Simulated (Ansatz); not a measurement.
Inside the gap of an insulator the Bloch states are evanescent, with a wavenumber k + iκ along the transport direction.

Here is the system:

```xyz
6
Lattice="5.2672 0.0000 0.0000 1.5709 5.0275 0.0000 1.5709 1.1550 2.1149" Properties=species:S:1:pos:R:3 pbc="T T T"
Ge     4.2045     3.0912     1.0574
Ge     0.0000     0.0000     0.0000
O      2.7011     1.9859     0.8215
O      5.7079     4.1966     1.2933
O      3.0743     4.6285     1.0574
O      5.3347     1.5540     1.0574
```

The cell is taken as given; by r2SCAN it stands under a pressure of -1.0 GPa.

Transport runs along the normal of the first two printed cell vectors, the (111) plane of the conventional cell.

The gap is the functional's own. No spin-orbit coupling. Mid-gap values are those at the computed energy nearest the middle.

### Question
Predict the band gap and the smallest decay constant κ at mid-gap from r2SCAN in Ansatz (a first-principles code).

### Answer
Gap 2.45 eV on a 14×14×14 mesh; κ = 0.230 1/Å, at the zone centre.
